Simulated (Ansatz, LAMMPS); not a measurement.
**Relaxing amorphous Al2O3 at 2.75 g/cm^3 (90 atoms)**

Wanted: the relaxed structure of amorphous Al2O3 at 2.75 g/cm^3 (90 atoms) and its electronic structure.

Program: Ansatz 0.2.0. Level of theory: Kohn-Sham DFT, PBE, PAW (set soft_2), plane waves. Results are calculated unless marked as measured.

Measured values to set the calculation against. The mean number of oxygen atoms around aluminium in anodized alumina glass was determined from the peak areas of a solid-state aluminium NMR spectrum (“Structure of alumina glass”, 2022, PMC8752723): number of O about Al 4.73.

### 1. Set-up

The cell holds 90 atoms: 36 Al and 54 O. Cell: a = 10.355 Å, b = 10.355 Å, c = 10.355 Å, α = 90.0°, β = 90.0°, γ = 90.0°. 90 atoms (36 Al, 54 O) placed at random at 2.75 g/cm³, melted at 5000 K for 10 ps at fixed volume with the Morse and Coulomb pair potential with partial charges (Pedone, Malavasi, Menziani, Cormack and Segre, J. Phys. Chem. B 110, 11780 (2006)). Quenched from 5000 K to 300 K at 50 K/ps and fixed volume, held 5 ps, then minimised at fixed cell. The density is one point of a scan and needn't be that of the real material.

Limits known from the start: The quench rate of 50 K/ps is orders of magnitude faster than experiment, which tends to freeze in extra defects. The network of bonds at the start is that of the classical potential that made the cell. Only the Γ point is sampled in the main run, in a cell whose shortest periodic width is 10 Å.

### 2. Making the structure

A classical potential supplies the starting structure, since it reaches far longer times than DFT.

This step: classical MD, Morse and Coulomb pair potential with partial charges (Pedone, Malavasi, Menziani, Cormack and Segre, J. Phys. Chem. B 110, 11780 (2006)) (LAMMPS 22 Jul 2025 - Update 4).

Contents of in.lmp:

```
# melt-quench of Al36O54
units metal
atom_style charge
boundary p p p
region box block 0 10.3547 0 10.3547 0 10.3547
create_box 2 box
mass 1 26.9815   # Al
mass 2 15.9990   # O
create_atoms 1 random 36 35828 NULL overlap 1.5 maxtry 2000
create_atoms 2 random 54 35835 NULL overlap 1.5 maxtry 2000
pair_style hybrid/overlay pedone 5.5 coul/long 8.0
pair_coeff * * coul/long
pair_coeff 1 2 pedone 0.361581 1.900442 2.164818 0.9   # Al-O
pair_coeff 2 2 pedone 0.042395 1.379316 3.618701 22   # O-O
set type 1 charge 1.8
set type 2 charge -1.2
kspace_style pppm 1.0e-4
neigh_modify delay 0 every 1 check yes
thermo_style custom step time temp pe press density
thermo_modify norm yes
timestep 0.002
thermo 100
min_style cg
minimize 1e-4 1e-4 200 2000
reset_timestep 0
velocity all create 5000 35829 mom yes dist gaussian
fix lim all nve/limit 0.05
fix lan all langevin 5000 5000 0.2 35830 zero yes
thermo 500
run 1000 post no
unfix lim
unfix lan
thermo 833
fix md all nvt temp 5000 5000 0.2
run 5000 post no
unfix md
thermo 4700
fix md all nvt temp 5000 300 0.2
run 47000 post no
unfix md
thermo 1250
fix md all nvt temp 300 300 0.2
run 2500 post no
unfix md
thermo 100
min_style cg
minimize 0 1e-3 2000 20000
write_dump all custom glass.dump id type xs ys zs modify sort id
```

Launch:

```
$ lmp -in in.lmp -log none -nocite
```

Numbers of over 12 decimals in the logs are rounded to 6 here.

Log:

```text
LAMMPS (22 Jul 2025 - Update 4)
Created orthogonal box = (0 0 0) to (10.3547 10.3547 10.3547)
Created 36 atoms
Created 54 atoms
PPPM initialization ...
  G vector (1/distance) = 0.3870877
  grid = 12 12 12
  estimated relative force accuracy = 4.2055499e-05
   Step          Time           Temp          PotEng         Press         Density
         0   0              0             -2.5633902      605529.34      2.7449778
        59   0.118          0             -13.353339     -89166.827      2.7449778
Loop time of 0.131195 s on 1 MPI rank(s) for 59 steps with 90 atoms
Minimization stats:
  Stopping criterion = energy tolerance
  Energy initial, next-to-last, final =
[... 35 lines left out ...]
     55000   110            276.66707     -13.47576      -104475.63      2.7449778
     55500   111            282.22817     -13.480311     -107315.02      2.7449778
Loop time of 6.9238 s on 1 MPI rank(s) for 2500 steps with 90 atoms
   Step          Time           Temp          PotEng         Press         Density
     55500   111            282.22817     -13.480311     -107315.02      2.7449778
     55511   111.022        282.22817     -13.51515      -111116.49      2.7449778
Loop time of 0.163874 s on 1 MPI rank(s) for 11 steps with 90 atoms
Minimization stats:
  Stopping criterion = linesearch alpha is zero
  Energy initial, next-to-last, final =
     -13.4803106918814  -13.5151499369493  -13.5151499369493
  Force two-norm initial, final = 10.20388 0.40738028
  Iterations, force evaluations = 11 55
```

The job ended after 94 s (1 thread of Intel Xeon at 2.80GHz (Skylake/Cascade Lake), shared host; peak memory 0.63 GiB).

### 3. Single point at the start

The forces at the start show how far the geometry lies from a minimum of this functional.

Contents of input.yaml:

```yaml
crystal:
  lattice:
    - [10.3547, 0.0, 0.0]
    - [0.0, 10.3547, 0.0]
    - [0.0, 0.0, 10.3547]
  atoms:
    - { symbol: Al, position: [0.9554, 0.79904, 0.23245] }
    - { symbol: Al, position: [0.36624, 0.18131, 0.21014] }
    - { symbol: Al, position: [0.60658, 0.09605, 0.32762] }
    - { symbol: Al, position: [0.65446, 0.15598, 0.62765] }
    - { symbol: Al, position: [0.5215, 0.82738, 0.38591] }
    - { symbol: Al, position: [0.24239, 0.15804, 0.78837] }
    - { symbol: Al, position: [0.23018, 0.74784, 0.7227] }
    - { symbol: Al, position: [0.34993, 0.38184, 0.989] }
    - { symbol: Al, position: [0.1271, 0.08154, 0.35224] }
    - { symbol: Al, position: [0.05942, 0.26975, 0.9832] }
    - { symbol: Al, position: [0.66497, 0.86054, 0.12815] }
    - { symbol: Al, position: [0.80199, 0.72024, 0.44362] }
    - { symbol: Al, position: [0.22744, 0.79384, 0.4046] }
    - { symbol: Al, position: [0.60011, 0.52645, 0.37135] }
    - { symbol: Al, position: [0.85654, 0.01393, 0.45786] }
    - { symbol: Al, position: [0.34029, 0.06914, 0.49573] }
    - { symbol: Al, position: [0.32326, 0.53853, 0.53204] }
    - { symbol: Al, position: [0.89512, 0.02463, 0.01465] }
    - { symbol: Al, position: [0.75784, 0.66261, 0.74892] }
    - { symbol: Al, position: [0.46701, 0.94051, 0.68666] }
    - { symbol: Al, position: [0.00564, 0.48492, 0.36465] }
    - { symbol: Al, position: [0.44938, 0.63923, 0.81206] }
    - { symbol: Al, position: [0.93736, 0.88172, 0.74195] }
    - { symbol: Al, position: [0.87187, 0.67319, 0.00103] }
    - { symbol: Al, position: [0.93604, 0.15446, 0.7326] }
    - { symbol: Al, position: [0.17358, 0.58144, 0.99988] }
    - { symbol: Al, position: [0.17066, 0.99376, 0.06966] }
    - { symbol: Al, position: [0.59966, 0.56838, 0.05052] }
    - { symbol: Al, position: [0.37049, 0.75776, 0.13821] }
    - { symbol: Al, position: [0.41652, 0.36408, 0.6938] }
    - { symbol: Al, position: [0.79127, 0.39404, 0.88427] }
    - { symbol: Al, position: [0.64738, 0.16167, 0.05964] }
    - { symbol: Al, position: [0.88562, 0.22275, 0.23773] }
    - { symbol: Al, position: [0.81896, 0.4007, 0.58866] }
    - { symbol: Al, position: [0.31365, 0.48852, 0.26139] }
    - { symbol: Al, position: [0.12879, 0.30687, 0.56014] }
    - { symbol: O, position: [0.10412, 0.78763, 0.29823] }
    - { symbol: O, position: [0.92046, 0.03109, 0.8512] }
    - { symbol: O, position: [0.48912, 0.14171, 0.10519] }
    - { symbol: O, position: [0.17657, 0.49728, 0.35884] }
    - { symbol: O, position: [0.43424, 0.53533, 0.67739] }
    - { symbol: O, position: [0.46724, 0.92164, 0.51416] }
    - { symbol: O, position: [0.691, 0.27827, 0.95274] }
    - { symbol: O, position: [0.90928, 0.62114, 0.36562] }
    - { symbol: O, position: [0.37725, 0.77754, 0.31106] }
    - { symbol: O, position: [0.60466, 0.02414, 0.71524] }
    - { symbol: O, position: [0.28366, 0.87522, 0.06451] }
    - { symbol: O, position: [0.00922, 0.93298, 0.09959] }
    - { symbol: O, position: [0.63217, 0.70137, 0.40674] }
    - { symbol: O, position: [0.26559, 0.39257, 0.60135] }
    - { symbol: O, position: [0.80519, 0.23793, 0.65749] }
    - { symbol: O, position: [0.33429, 0.07047, 0.67225] }
    - { symbol: O, position: [0.09536, 0.83457, 0.7345] }
    - { symbol: O, position: [0.19513, 0.19885, 0.45057] }
    - { symbol: O, position: [0.95983, 0.10712, 0.35287] }
    - { symbol: O, position: [0.17264, 0.40207, 0.99328] }
    - { symbol: O, position: [0.21904, 0.96132, 0.43771] }
    - { symbol: O, position: [0.59826, 0.93145, 0.27124] }
    - { symbol: O, position: [0.81171, 0.73739, 0.60817] }
    - { symbol: O, position: [0.38939, 0.80623, 0.74862] }
    - { symbol: O, position: [0.25027, 0.63054, 0.85322] }
    - { symbol: O, position: [0.4244, 0.5122, 0.3984] }
    - { symbol: O, position: [0.94945, 0.17648, 0.08481] }
    - { symbol: O, position: [0.34713, 0.34599, 0.16911] }
    - { symbol: O, position: [0.02566, 0.63512, 0.03743] }
    - { symbol: O, position: [0.24978, 0.69226, 0.54825] }
    - { symbol: O, position: [0.79271, 0.49117, 0.73357] }
    - { symbol: O, position: [0.0992, 0.20178, 0.69782] }
    - { symbol: O, position: [0.44055, 0.13403, 0.36127] }
    - { symbol: O, position: [0.91681, 0.0041, 0.61131] }
    - { symbol: O, position: [0.98529, 0.39567, 0.52851] }
    - { symbol: O, position: [0.85505, 0.8702, 0.36962] }
    - { symbol: O, position: [0.54063, 0.74448, 0.0875] }
    - { symbol: O, position: [0.60918, 0.67909, 0.81433] }
    - { symbol: O, position: [0.16964, 0.12502, 0.94363] }
    - { symbol: O, position: [0.95374, 0.36564, 0.26429] }
    - { symbol: O, position: [0.81021, 0.76748, 0.13022] }
    - { symbol: O, position: [0.9414, 0.31317, 0.87344] }
    - { symbol: O, position: [0.7619, 0.54093, 0.98417] }
    - { symbol: O, position: [0.34812, 0.29316, 0.83678] }
    - { symbol: O, position: [0.70091, 0.08866, 0.46802] }
    - { symbol: O, position: [0.72931, 0.00321, 0.04912] }
    - { symbol: O, position: [0.71097, 0.45058, 0.47207] }
    - { symbol: O, position: [0.86291, 0.75813, 0.85331] }
    - { symbol: O, position: [0.46728, 0.50465, 0.95452] }
    - { symbol: O, position: [0.21423, 0.09684, 0.20545] }
    - { symbol: O, position: [0.53185, 0.26933, 0.62993] }
    - { symbol: O, position: [0.71729, 0.18492, 0.227] }
    - { symbol: O, position: [0.59717, 0.51487, 0.20554] }
    - { symbol: O, position: [0.29379, 0.60248, 0.12938] }
kpoints:
  mp_grid: { grid: [1, 1, 1] }
hamiltonian:
  xc: pbe
scf:
  occupations: { method: fermi_dirac, width: 0.025 }
output:
  forces: true
```

Launch:

```
$ ansatz run input.yaml --threads 4 --pin off --max-ram 8192MiB --backend cpu --events-out ev --progress --plain --runs-dir out
```

Log:

```text
Engine: ansatz 0.2.0, x86_64-unknown-linux-gnu
Pseudopotentials: kind: paw
Pseudopotential: Al, paw, valence charge 3, recommended cutoff 420 eV (normal), Al.paw.azcp
Pseudopotential: O, paw, valence charge 6, recommended cutoff 420 eV (normal), O.paw.azcp
[... 5 lines on functional and potentials left out ...]
Crystal: 90 atoms, lattice volume = 1110.229 Å³
Basis set: ecut = 420 eV, 21823 PW (Γ), exchange–correlation on 144×144×144 points (8 copies of the dense FFT grid, shifted against one another)
Bands: 306, of which v1, the nominal top of the filled ones, is band 216 counted from 1 (215 counted from 0)
Symmetry: 1 space group operations
Space group: P1 (ITA 1), of the structure as read, at distance tolerance 1.0e-4 Å
k-points: 1
[... 5 lines on functional and potentials left out ...]
Initial density: superposition of atomic densities (neutral atoms: chi_scale 0, normalization atom), corrected by the library's trained network
Initial wavefunctions: pseudopotential atomic-orbital guess
Functional: x = pbe(κ = 0.804, μ = 0.219515), c = pbe(β = 0.066725)
SCF iter   1: F=—  HF=-50112.947096 eV  |F-HF|=—  |Δ(HF+E_count)|=         —  Δρ=2.17e-3  dr2=7.21e-2  ethr=1.77e-3  ⟨swp⟩=6.0  Hψ=1373  notcnv=0  defer=38
preconditioner: auto → Resta (q_TF=auto, 2.331 Å⁻¹)  ε∞=3.3  [insulator: Δε(μ)=3.219 eV  Ē_g=15.192 eV  σ=0.025 eV  W_gap=1.00  n_scr=250 (ndim 8)  ℏωp=23.2 eV  f_vac=0.068  D(μ)=0.00/eV (n_scr^D=0)  ε∞_Penn≈3.3]
SCF iter   2: F=—  HF=-50112.943515 eV  |F-HF|=—  |Δ(HF+E_count)|=   3.58e-3  Δρ=1.21e-3  dr2=1.65e-2  ethr=1.67e-5  ⟨swp⟩=2.0  Hψ=527  notcnv=0  defer=83
SCF iter   3: F=—  HF=-50112.945680 eV  |F-HF|=—  |Δ(HF+E_count)|=   2.16e-3  Δρ=4.99e-4  dr2=4.96e-3  ethr=3.82e-6  ⟨swp⟩=2.0  Hψ=392  notcnv=0  defer=27
automatic band count: iteration 3 solves 250 bands in place of 306: the levels show a gap, and the empty bands left out lie too high to hold charge; the band table lists the bands solved (type scf.n_extra_bands for more)
SCF iter   4: F=—  HF=-50112.946187 eV  |F-HF|=—  |Δ(HF+E_count)|=   5.08e-4  Δρ=1.43e-4  dr2=2.31e-4  ethr=1.15e-6  ⟨swp⟩=2.0  Hψ=388  notcnv=0  defer=27
SCF iter   5: F=—  HF=-50112.946255 eV  |F-HF|=—  |Δ(HF+E_count)|=   6.78e-5  Δρ=1.07e-4  dr2=9.85e-5  ethr=5.34e-8  ⟨swp⟩=2.0  Hψ=432  notcnv=0  defer=27
SCF iter   6: F=—  HF=-50112.947147 eV  |F-HF|=—  |Δ(HF+E_count)|=   8.92e-4  Δρ=2.35e-5  dr2=6.10e-6  ethr=2.28e-8  ⟨swp⟩=2.0  Hψ=437  notcnv=0  defer=27
SCF iter   7: F=—  HF=-50112.947151 eV  |F-HF|=—  |Δ(HF+E_count)|=   3.93e-6  Δρ=8.72e-6  dr2=7.99e-7  ethr=1.41e-9  ⟨swp⟩=2.0  Hψ=400  notcnv=0  defer=27
SCF iter   8: F=—  HF=-50112.947151 eV  |F-HF|=—  |Δ(HF+E_count)|=   5.71e-7  Δρ=5.71e-6  dr2=2.92e-7  ethr=1.85e-10  ⟨swp⟩=2.0  Hψ=438  notcnv=0  defer=27
SCF iter   9: F=-50112.947151 eV  HF=-50112.947151 eV  |F-HF|=1.62e-8  |Δ(HF+E_count)|=   2.24e-8  Δρ=1.19e-6  dr2=1.55e-8  ethr=2.31e-11  ⟨swp⟩=2.0  Hψ=884  notcnv=0
SCF 1 converged in 9 iterations: F = -50112.947151 eV  dr2 = 1.55e-8
  greatest PAW one-centre occupation: 0.862 electrons in one spin orbital (limit 2), on the O atom at site 36 (counted from 0), in its partial waves of l = 0
SCF converged after 9 iterations
Free energy (F): -50112.947151 eV
Harris-Foulkes:  -50112.947151 eV  (|F-HF|=1.62e-8)
Internal energy: -50112.947151 eV  (E = F + TS)
E sigma→0 (E₀):  -50112.947151 eV
Fermi energy:    5.715175 eV
--- Per-component energies (eV) ---
  E_band       = -1196.314168
  E_kinetic    = 10502.019625
  E_local      = -25316.494749  (includes V_loc(G=0)·N_el)
  E_nonlocal   = 2941.545608
  E_hartree    = 9484.130816
  E_xc         = -5463.248022
  E_vxc        = -6188.369707  (∫ρ·V_xc dr)
  E_paw        = -25400.385082  (= ΣΔE_a)
  E_vpaw       = -2103.405334  (= ΣTr[D̂ρ^β])
  E_aug_tail   = 0.136119  (compensation charges beyond the density's cutoff)
  E_ewald      = -16860.651465
  E_smearing   = -0.000000  (= −TS)
  E_closure    = 0.000000  (closes the sum)
  Σ components = -50112.947151   (vs F -50112.947151, Δ=0.00e0)
--- Forces (eV/Å), atoms counted from 1 ---
  atom   1  Al    -0.19733444     0.21597722     0.30959091
  atom   2  Al     0.32054958    -0.27245556     0.17237968
  atom   3  Al    -0.01499579     0.11738797    -0.48317996
  atom   4  Al    -0.63246970    -0.14992135     0.06603914
  atom   5  Al     0.03691467     0.01084282     0.08430977
  atom   6  Al     0.10048188     0.04576566     0.01681939
  atom   7  Al    -0.22989399    -0.36934312     0.02719615
  atom   8  Al     0.10617554    -0.34561870     0.23997008
  atom   9  Al     0.09805502    -0.39585034     0.19612327
  atom  10  Al     0.01401742    -0.08217839     0.36795869
  atom  11  Al    -0.20676612     0.11963605    -0.00794318
  atom  12  Al    -0.09399703    -0.01462742     0.39549616
  atom  13  Al     0.08528989    -0.07031186     0.00964848
  atom  14  Al     0.17580830     0.18975790    -0.00718888
[...]
atom  89  O     -0.13196938    -0.50334368     0.25885499
  atom  90  O     -0.13721773    -0.21049853    -0.16929349
  max |Σ_I F_I| component: 1.88e-4 eV/Å
```

Run time: 7.7 s. Hardware: 4 threads of AMD EPYC 7B13 (Zen 3), shared host; peak memory 1.3 GiB.

Read from the output:

```yaml
free_energy: -50112.9472 eV
free_energy_per_atom: -556.8105 eV/atom
scf_cycles: 9
r_m_s_force_component: 0.347 eV/Å
longest_force: 1.645 eV/Å
fermi_energy: 5.715 eV
```

The r.m.s. force component of 0.35 eV/Å sets the starting point.

Neighbours are counted within 2.27 Å (O-Al).

Length of the force by element and coordination:

```
element  coordination  atoms  mean length of the force (eV/Å)  spread   least   most
     Al           all     36                            0.394   0.174  0.0927  0.718
     Al             4     33                            0.400   0.164  0.0927  0.718
     Al             5      3                            0.337   0.251   0.146  0.692
      O           all     54                            0.629   0.286   0.184   1.64
      O             2     15                            0.699   0.246   0.184   1.09
      O             3     39                            0.603   0.296   0.207   1.64
```

### 4. Relaxation

The atoms are relaxed in the fixed cell, aiming at the force tolerance of the input.

Changes to input.yaml since step 3:

```diff
@@ -15 +15,4 @@
   forces: true
+relax:
+  f_tol: 0.04
+  max_steps: 250
```

Log:

```text
[...]
Crystal: 90 atoms, lattice volume = 1110.229 Å³
Basis set: ecut = 420 eV, 21823 PW (Γ), exchange–correlation on 144×144×144 points (8 copies of the dense FFT grid, shifted against one another)
Bands: 306, of which v1, the nominal top of the filled ones, is band 216 counted from 1 (215 counted from 0)
Symmetry: 1 space group operations
[...]
k-points: 1
[...]
SCF iter   1: F=—  HF=-50112.947096 eV  |F-HF|=—  |Δ(HF+E_count)|=         —  Δρ=2.17e-3  dr2=7.21e-2  ethr=1.77e-3  ⟨swp⟩=6.0  Hψ=1373  notcnv=0  defer=38
[...]
SCF iter   6: F=-50112.947149 eV  HF=-50112.947147 eV  |F-HF|=2.43e-6  |Δ(HF+E_count)|=   7.51e-6  Δρ=2.24e-5  dr2=5.81e-6  ethr=9.26e-9  ⟨swp⟩=2.0  Hψ=933  notcnv=0
SCF 1 converged in 6 iterations: F = -50112.947149 eV  dr2 = 5.81e-6
[...]
relax step   1: F+E_penalty+E_count = -50112.94714930 eV  Δ(F+E_penalty+E_count) = +0.000e0 eV  max|allowed force component| = 1.563e0 eV/Å  Δτ_max = 0.0000 Å  (6 SCF iters, dr2 threshold 4.00e-5 eV, accepted)
[...]
relax step   2: F+E_penalty+E_count = -50113.65476830 eV  Δ(F+E_penalty+E_count) = -7.076e-1 eV  max|allowed force component| = 6.961e-1 eV/Å  Δτ_max = 0.0756 Å  (5 SCF iters, dr2 threshold 1.00e-4 eV, accepted)
[...]
relax step   3: F+E_penalty+E_count = -50114.24951217 eV  Δ(F+E_penalty+E_count) = -5.947e-1 eV  max|allowed force component| = 3.478e-1 eV/Å  Δτ_max = 0.1161 Å  (6 SCF iters, dr2 threshold 3.03e-5 eV, accepted)
relax step   4: F+E_penalty+E_count = -50114.48859297 eV  Δ(F+E_penalty+E_count) = -2.391e-1 eV  max|allowed force component| = 1.250e-1 eV/Å  Δτ_max = 0.2000 Å  (7 SCF iters, dr2 threshold 2.40e-5 eV, accepted)
relax step   5: F+E_penalty+E_count = -50114.50589960 eV  Δ(F+E_penalty+E_count) = -1.731e-2 eV  max|allowed force component| = 3.108e-2 eV/Å  Δτ_max = 0.0693 Å  (7 SCF iters, dr2 threshold 2.02e-6 eV, accepted)
[...]
relax step   6: F+E_penalty+E_count = -50114.50589979 eV  Δ(F+E_penalty+E_count) = -1.882e-7 eV  max|allowed force component| = 3.104e-2 eV/Å  Δτ_max = 0.0000 Å  (3 SCF iters, accepted)
SCF converged after 3 iterations
Free energy (F): -50114.505900 eV
[...]
Internal energy: -50114.505900 eV  (E = F + TS)
E sigma→0 (E₀):  -50114.505900 eV
Fermi energy:    5.616420 eV
[...]
--- Forces (eV/Å), atoms counted from 1 ---
  atom   1  Al    -0.00853965    -0.02201864    -0.00162772
  atom   2  Al    -0.00710566     0.00829991     0.00406133
  atom   3  Al     0.00414697     0.00487531    -0.00069363
  atom   4  Al     0.00987951     0.00222826    -0.00750578
  atom   5  Al     0.00495623    -0.01293260    -0.00168282
  atom   6  Al    -0.00741255     0.01439187     0.00345482
  atom   7  Al    -0.02026481     0.00437347    -0.00680968
  atom   8  Al    -0.01275355    -0.00256974     0.01069656
  atom   9  Al    -0.00278762     0.00142018     0.00761368
  atom  10  Al     0.00102749     0.00448299     0.00301846
  atom  11  Al    -0.00011875     0.00718463     0.00094159
  atom  12  Al     0.00810677    -0.01849022    -0.01388059
  atom  13  Al     0.01145161     0.00186243    -0.00482867
  atom  14  Al    -0.00188965    -0.00884440     0.01727418
[...]
atom  89  O      0.00695964     0.01367900    -0.03104110
  atom  90  O     -0.00800655     0.00429294    -0.00178364
  max |Σ_I F_I| component: 2.46e-4 eV/Å
--- Relaxed structure (6 steps of the walk, 6 accepted, 0 SCFs on fresh bases) ---
  F+E_penalty+E_count = -50114.50589979 eV   max|allowed force component| = 3.104e-2 eV/Å
  atoms:
    - { symbol: Al, position: [0.958383, 0.788692, 0.240480] }
    - { symbol: Al, position: [0.367514, 0.178461, 0.208874] }
    - { symbol: Al, position: [0.608038, 0.102168, 0.323825] }
    - { symbol: Al, position: [0.647789, 0.149495, 0.630229] }
[...]
- { symbol: O, position: [0.294204, 0.605115, 0.129319] }
```

The job ended after 28 s (4 threads; peak memory 1.3 GiB).

The steps of the relaxation:

```
step  energy less that of the first step (eV)  largest force component (eV/Å)
   1                                   0.0000                          1.5626
   2                                  -0.7076                          0.6961
   3                                  -1.3024                          0.3478
   4                                  -1.5414                          0.1250
   5                                  -1.5588                          0.0311
   6                                  -1.5588                          0.0310
```

The atoms that moved most (Å):

```
atom      dx      dy      dz  length
 O74  -0.045  -0.153   0.316   0.354
 O87  -0.154  -0.153  -0.194   0.291
 O44   0.126   0.141  -0.078   0.204
 O65   0.036   0.061   0.192   0.204
 O76   0.097   0.109  -0.133   0.197
Al28  -0.028   0.082  -0.166   0.187
 O59   0.015   0.114   0.142   0.182
 O40   0.107   0.040   0.136   0.178
```

The relaxation changed the energy by -17.3 meV/atom, and atoms moved by 0.11 Å r.m.s., 0.35 Å at most.

(Part 1 of 3 ends here.)

[Logs are printed without paths, hosts, clocks, repeated set-up lines and the standing remarks that a program may print on its own settings, such as how far it seeks lower states.]

[Hosts, paths, dates, database ids (printed as entryN), source tags and the programs' standing remarks are cut or masked in the printed files.]
